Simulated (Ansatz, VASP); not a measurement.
One calculation of MnS, two programs

```
Mn S
1.0
     0.00000    2.77647    2.77647
     2.77647    0.00000    2.77647
     2.77647    2.77647    0.00000
Mn S
1 1
Direct
  0.00000 0.00000 0.00000
  0.75000 0.75000 0.75000
```

Change from the starting cell: volume scaled by 0.975.

Alike in both runs: task single point; functional PBE; k mesh 10 × 10 × 10; occupations fermi-dirac, width 0.05 eV; collinear spin.

```csv
,VASP,Ansatz
version,VASP 6.6.1,Ansatz 0.2.0
potentials or method,"VASP PAW PBE potentials, release 64 (Mn_pv, S), cutoff 520 eV","all-electron LAPW, scalar-relativistic"
```

```csv
,VASP,Ansatz,Ansatz less VASP
pressure (GPa),2.2,2.2,-0.03
net moment per atom (μB),2.43,2.43,0.000
size of the moment on the site where the two differ most (μB),4.28,4.39,+0.108
```

Site moments also hang on the region over which each program counts them. Ansatz ran all-electron here, so the differences hold the error of VASP's frozen core and of both bases.

Caveats: a cell with one magnetic atom can't hold antiferromagnetic order, which such compounds often take.
